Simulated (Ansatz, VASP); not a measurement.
**GaN: VASP beside Ansatz**

Contents of INCAR:

```
ALGO     = Fast           # electronic algorithm
EDIFF    = 1E-6           # SCF threshold, eV
ENCUT    = 520            # plane-wave cutoff, eV
GGA      = PE             # functional
ISIF     = 2              # what is computed and relaxed
ISMEAR   = 0              # smearing method
LASPH    = True           # aspherical terms in the spheres
LCHARG   = False          # write CHGCAR
LREAL    = False          # projectors in reciprocal space
LWAVE    = False          # write WAVECAR
NBANDS   = 16             # bands
NELM     = 60             # most SCF steps
PREC     = Accurate       # precision mode
SIGMA    = 0.05           # smearing width, eV
```

Contents of KPOINTS:

```
k-points
0
Gamma
  14 14 14
```

Contents of POSCAR:

```
GaN
1.0
    0.0000000000      2.1512492625      2.1512492625
    2.1352350000      0.0160142625      2.1352350000
    2.1352350000      2.1352350000      0.0160142625
Ga N
1 1
Direct
    0.0000000000      0.0000000000      0.0000000000
    0.5000000000      0.5000000000      0.5000000000
```

Input for Ansatz:

```yaml
crystal:
  lattice:
    - [0.0, 2.1512492625, 2.1512492625]
    - [2.135235, 0.0160142625, 2.135235]
    - [2.135235, 2.135235, 0.0160142625]
  atoms:
    - { symbol: Ga, position: [0.0, 0.0, 0.0] }
    - { symbol: "N", position: [0.5, 0.5, 0.5] }
basis:
  ecutwfc: 420
kpoints:
  mp_grid: { grid: [14, 14, 14] }
hamiltonian:
  xc: pbe
scf:
  occupations: { method: gaussian, width: 0.05 }
output:
  forces: true
  stress: true
  eigenvalues: true
```

Change from the starting cell: strain +0.0150 x Voigt [0, 0, 0, 1, 0, 0], atoms carried along.

Alike in both runs: task single point; functional PBE; k mesh 14 × 14 × 14; occupations gaussian, width 0.05 eV; no spin polarisation.

```csv
,VASP,Ansatz
version,VASP 6.6.1,Ansatz 0.2.0
potentials or method,"VASP PAW PBE potentials, release 64 (Ga_d, N)","scalar-relativistic, plane waves, PAW"
plane-wave cutoff (eV),520,420
valence electrons in the cell,18,18
```

```csv
,VASP,Ansatz,Ansatz less VASP
gap on the k mesh at the Fermi level (eV),0.33,0.33,+0.009
least direct gap on the mesh (eV),2.27,2.27,-0.002
pressure (GPa),0.5,-0.3,-0.79
largest component of the traceless stress (GPa),3.07,3.07,+0.004
```

A k mesh can miss the band edges.
